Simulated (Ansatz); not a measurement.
Runs of Ansatz 0.2.0 on MnO. The structure is cubic, space group Fm-3m (No. 225). Conventional cell: a = 4.448 Å, b = 4.448 Å, c = 4.448 Å, α = 90.00°, β = 90.00°, γ = 90.00°. Mn (site symmetry m-3m) is surrounded by 6 O at 2.22 Å. Around O (site symmetry m-3m) lie 6 Mn at 2.22 Å. The cell is a database's computed one.

| task | level | cell | k mesh | cutoff (eV) | smearing | points for each segment of the path | mesh quality | gap on the mesh (eV) | pressure (GPa) | moment (μB) | relaxed volume (Å³/atom) |
| --- | --- | --- | --- | --- | --- | --- | --- | --- | --- | --- | --- |
| relaxation of cell and atoms | PBEsol | relaxed | 10 × 10 × 10 | 420 | fermi-dirac 0.05 eV | - | not flagged | - | 0.0 | 4.45 | 10.12 |
| band structure | r2SCAN | as given | 10 × 10 × 10 | 500 | fermi-dirac 0.05 eV | 14 | not flagged | none | (b) | 5.00 | - |
| band structure | r2SCAN | as given | 6 × 6 × 6 | 500 | fermi-dirac 0.05 eV | 14 | coarse | none | 0.2 | 4.99 | - |
| single point | PBE | as given | 10 × 10 × 10 | 420 | gaussian 0.025 eV | - | not flagged | none | 0.2 | 4.80 | - |
| relaxation of cell and atoms | BLYP | relaxed | 10 × 10 × 10 | 420 | fermi-dirac 0.05 eV | - | not flagged | none | 0.0 | 4.80 | 11.39 |
| single point | PBE | as given | 10 × 10 × 10 | 420 | gaussian 0.023 eV | - | not flagged | none | 0.2 | 4.80 | - |
| band structure | r2SCAN50 | as given | 5 × 5 × 5 | 500 | fermi-dirac 0.05 eV | 4 | coarse | (a) | - | 5.00 | - |
| relaxation of cell and atoms | BLYP+D3(BJ) | relaxed | 10 × 10 × 10 | 420 | fermi-dirac 0.05 eV | - | not flagged | none | 0.0 | 4.73 | 11.05 |

Alike in all rows: potentials or basis Ansatz PAW; spin collinear, ferromagnetic start.

Fill in the values left out.

(a) 5.34; (b) 0.3.

Caveats: some runs use coarse meshes; a cell with one magnetic atom can't hold antiferromagnetic order, which such compounds often take; the PAW data sets come from PBE, with cores solved anew for the run's functional, which leaves a small shift of forces and pressure (some runs); semilocal functionals often make such compounds metallic where correlation or magnetic order opens a gap, which also shifts bond lengths (some runs); the plane-wave basis is chosen anew once the cell has moved, so the energies of steps on either side of that aren't comparable (some runs); the magnetic or orbital state may not be the lowest (some runs); the potentials were made for another functional, which shifts forces and pressure (some runs); the k mesh misses the band edges, so the gap on the mesh is wider than the one along the path (some runs).

A gap of «none» marks a metal or a gap under the smearing width.

Not every run made on this cell is shown here.
